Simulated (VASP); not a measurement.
Set up this calculation in VASP 6.6.1, as the native input.

```yaml
Task: band structure
Functional: PBEsol
Potentials_or_basis: VASP PAW PBE potentials, release 64 (P)
Cutoff: 520 eV
k_mesh: 8 × 1 × 6
Occupations: gaussian, width 0.02 eV
Spin: no spin polarisation
Ladder: gaps
Further_INCAR_settings: ALGO = Normal; EDIFF = 1e-06
```

The system is P, a slab with vacuum.

```
P
1.0
     3.28373    0.00000    0.00000
     0.00000   34.85703    0.00000
     0.00000    0.00000    4.63208
P
4
Direct
  0.50000 0.97026 0.90785
  0.50000 0.02974 0.09215
  0.00000 0.02974 0.40785
  0.00000 0.97026 0.59215
```

The slab is cut from a database's or a generator's crystal, which needn't be the stable form of the element.

One way to write it, as run:

POSCAR

```
P
1.0
    3.2837277200      0.0000000000      0.0000000000
    0.0000000000     34.8570309900      0.0000000000
    0.0000000000      0.0000000000      4.6320847100
P
4
Direct
    0.5000000000      0.9702614300      0.9078492800
    0.5000000000      0.0297385700      0.0921507200
    0.0000000000      0.0297385700      0.4078492800
    0.0000000000      0.9702614300      0.5921507200
```

INCAR.step1

```
SYSTEM = P
PREC     = Accurate       ! precision mode
ENCUT    = 520            ! plane-wave cutoff, eV
EDIFF    = 1E-6           ! SCF threshold, eV
ISMEAR   = 0              ! smearing method
SIGMA    = 0.02           ! smearing width, eV
LREAL    = .FALSE.        ! projectors in reciprocal space
LASPH    = .TRUE.         ! aspherical terms in the spheres
NELM     = 60             ! most SCF steps
ALGO     = Normal         ! electronic algorithm
ISIF     = 2              ! what is computed and relaxed
LWAVE    = .FALSE.        ! write WAVECAR
LCHARG   = .TRUE.         ! write CHGCAR
GGA      = PS             ! functional
```

KPOINTS.step1

```
regular mesh
0
G
  8 1 6
  0 0 0
```

INCAR.step2

```
SYSTEM = P
PREC     = Accurate       ! precision mode
ENCUT    = 520            ! plane-wave cutoff, eV
EDIFF    = 1E-6           ! SCF threshold, eV
ISMEAR   = 0              ! smearing method
SIGMA    = 0.05           ! smearing width, eV
LREAL    = .FALSE.        ! projectors in reciprocal space
LASPH    = .TRUE.         ! aspherical terms in the spheres
NELM     = 60             ! most SCF steps
ALGO     = Normal         ! electronic algorithm
ISIF     = 2              ! what is computed and relaxed
LWAVE    = .FALSE.        ! write WAVECAR
LCHARG   = .FALSE.        ! write CHGCAR
GGA      = PS             ! functional
ICHARG   = 11             ! starting density
```

KPOINTS.step2

```
path GXSYGZURTZ,YT,UX,SR
10
line-mode
reciprocal
 0.0000000000  0.0000000000  0.0000000000  G
-0.5000000000  0.0000000000  0.0000000000  X

-0.5000000000  0.0000000000  0.0000000000  X
-0.5000000000  0.0000000000 -0.5000000000  S

-0.5000000000  0.0000000000 -0.5000000000  S
 0.0000000000  0.0000000000 -0.5000000000  Y

 0.0000000000  0.0000000000 -0.5000000000  Y
 0.0000000000  0.0000000000  0.0000000000  G

 0.0000000000  0.0000000000  0.0000000000  G
 0.0000000000 -0.5000000000  0.0000000000  Z

 0.0000000000 -0.5000000000  0.0000000000  Z
-0.5000000000 -0.5000000000  0.0000000000  U

-0.5000000000 -0.5000000000  0.0000000000  U
-0.5000000000 -0.5000000000 -0.5000000000  R

-0.5000000000 -0.5000000000 -0.5000000000  R
 0.0000000000 -0.5000000000 -0.5000000000  T

 0.0000000000 -0.5000000000 -0.5000000000  T
 0.0000000000 -0.5000000000  0.0000000000  Z

 0.0000000000  0.0000000000 -0.5000000000  Y
 0.0000000000 -0.5000000000 -0.5000000000  T

-0.5000000000 -0.5000000000  0.0000000000  U
-0.5000000000  0.0000000000  0.0000000000  X

-0.5000000000  0.0000000000 -0.5000000000  S
-0.5000000000 -0.5000000000 -0.5000000000  R
```

Potentials or basis: VASP PAW PBE potentials, release 64 (P).

The run is started by

```sh
$ cat potpaw_PBE.64/P/POTCAR > POTCAR
$ cp INCAR.step1 INCAR
$ cp KPOINTS.step1 KPOINTS
$ mpirun -np 1 vasp_std > vasp.out
$ cp INCAR.step2 INCAR
$ cp KPOINTS.step2 KPOINTS
$ mpirun -np 1 vasp_std > vasp.out
```

Results of the run:

```json
{
 "Band gap on the k mesh": "0.90 eV, direct",
 "Band gap along the path": "0.89 eV, indirect (least direct gap 0.90 eV)"
}
```

Caveat: the log is that of the step along the path at fixed density, whose energy, stress, charges and moments have no meaning.

Run time: 8 min on 1 thread of Intel(R) Xeon(R) Platinum 8488C (Sapphire Rapids) (shared host), peak memory 0.95 GiB.
